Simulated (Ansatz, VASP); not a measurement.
Te in VASP and in Ansatz

```
Te
1.0
    -1.84809    1.84809    1.84809
     1.84809   -1.84809    1.84809
     1.84809    1.84809   -1.84809
Te
1
Direct
  0.00000 0.00000 0.00000
```

Alike in both runs: functional PBE; k mesh 15 × 15 × 15; occupations fermi-dirac, width 0.1 eV; no spin polarisation.

Ansatz relaxed the structure, and its values are those at the end. VASP's run is a single point on that final structure, the one shown.

|  | VASP | Ansatz |
| --- | --- | --- |
| version | VASP 6.6.1 | Ansatz 0.2.0 |
| potentials or method | VASP PAW PBE potentials, release 64 (Te), cutoff 520 eV | all-electron LAPW, scalar-relativistic |

VASP gave:

| Quantity | Value |
| --- | --- |
| pressure (GPa) | 8.9 |

Question: What did Ansatz give for the same quantities?

Answer: Pressure (GPa): 9.0.

Ansatz ran all-electron here, so the differences hold the error of VASP's frozen core and of both bases.

The runs have no spin-orbit coupling, so splittings on Te are missing.
